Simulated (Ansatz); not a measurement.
What does this script print? It uses the Ansatz DFT code, driven from Python.

Script `convert_zrse2.py`:
```python
"""Chain to YAML and back, for ZrSe2."""

from pathlib import Path

import ansatz as az
from pymatgen.core import Lattice, Structure
from pymatgen.io.ase import AseAtomsAdaptor

pmg_structure = Structure(
    Lattice([[3.798, 0.0, 0.0], [-1.899, 3.28916, 0.0], [0.0, 0.0, 6.192]]),
    ["Zr", "Se", "Se"],
    [
        [0.0, 0.0, 0.0],
        [1 / 3, 2 / 3, 0.25],
        [2 / 3, 1 / 3, 0.75],
    ],
)
xtal = az.Crystal.from_ase(AseAtomsAdaptor.get_atoms(pmg_structure))

job = xtal.calculation()
job = job.occupations(az.OccupationsMethod.FIXED).functional("pbesol")
job = job.kpoints(density=2.3)
job = job.basis(550)
job = job.relax(force_tolerance=0.02)
Path("written.yaml").write_text(job.to_yaml())
back = az.Calculation.from_yaml("written.yaml")
print(back.to_python())
print("same input:", back.to_yaml() == job.to_yaml())
```

```console
$ python convert_zrse2.py
(
    az.Lattice.of(((3.798, 0.0, 0.0), (-1.899, 3.28916, 0.0), (0.0, 0.0, 6.192)))
    .atom("Zr", (0.0, 0.0, 0.0))
    .atom("Se", (0.33333333333333337, 0.6666666666666666, 0.25))
    .atom("Se", (0.6666666666666666, 0.3333333333333333, 0.75))
    .calculation()
    .basis(cutoff=550.0)
    .kpoints(spacing=0.4347826086956522)
    .functional("pbesol")
    .occupations(method="fixed")
    .relax(force_tolerance=0.02)
)

same input: True
```

It writes `written.yaml`:
```yaml
crystal:
  lattice:
    - [3.798, 0.0, 0.0]
    - [-1.899, 3.28916, 0.0]
    - [0.0, 0.0, 6.192]
  atoms:
    - { symbol: Zr, position: [0.0, 0.0, 0.0] }
    - { symbol: Se, position: [0.33333333333333337, 0.6666666666666666, 0.25] }
    - { symbol: Se, position: [0.6666666666666666, 0.3333333333333333, 0.75] }
basis:
  ecutwfc: 550.0
kpoints:
  mp_grid:
    kspacing: 0.4347826086956522
hamiltonian:
  xc: pbesol
scf:
  occupations:
    method: fixed
relax:
  f_tol: 0.02
```

The input is only written out: it wasn't run, and its settings aren't tested. Fixed occupations are right only where the crystal has a gap.
